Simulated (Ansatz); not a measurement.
Structure types of TePb compared at 31 GPa

Structure types of TePb are relaxed in primitive cells with their symmetry kept at 31 GPa, on PAW files; LAPW relaxes the small cells further and takes the PAW cell for the others (marked *). The enthalpy is E + pV at zero temperature, without zero-point motion. Only the types listed were tried, and differences under about 5 meV/atom are mesh noise. The real phase may be another.

All numbers are PBE results (scalar-relativistic) from Ansatz 0.2.0, with Fermi–Dirac smearing of 0.1 eV, no spin polarisation. Methods: LAPW: all electrons, basis error target 0.5 meV/atom; PAW: frozen-core files, cutoff 420 eV.

k meshes: rocksalt 12×12×12, CsCl 12×12×12, zincblende 12×12×12, wurtzite 9×9×5, NiAs 9×9×5.

Spin–orbit coupling is left out, which matters for the heavy atoms.

| start type | ends as | a, b, c (Å) | V (Å³/atom) | H − H(lowest), LAPW (meV/atom) |
| --- | --- | --- | --- | --- |
| rocksalt | rocksalt, Fm-3m | 5.828, 5.828, 5.828 | 24.74 | 295.2 |
| CsCl | CsCl, Pm-3m | 3.555, 3.555, 3.555 | 22.47 | 0.0 |
| zincblende | zincblende, F-43m | 6.244, 6.244, 6.244 | 30.43 | 2068.6 |
| wurtzite* | flat h-MgO, P6_3/mmc | 4.785, 4.785, 5.782 | 28.66 | ? |
| NiAs* | distorted NiAs, P6_3/mmc | 3.159, 3.159, 10.289 | 22.23 | ? |

Problem. Fill in "H − H(lowest), LAPW (meV/atom)" for the row "wurtzite*".

Solution. 1423.4.

Problem. Fill in "H − H(lowest), LAPW (meV/atom)" for the row "NiAs*".

Solution. 148.2.

Problem. Split the lead of CsCl over distorted NiAs into energy and pV.

Solution. For distorted NiAs less CsCl: ΔE = +194.0 meV/atom, and p·ΔV = 31 GPa × -0.2369 Å³ × 6.242 meV/(GPa·Å³) = -45.8 meV/atom, together 148.2 meV/atom. CsCl wins by its internal energy, though it is the less dense.
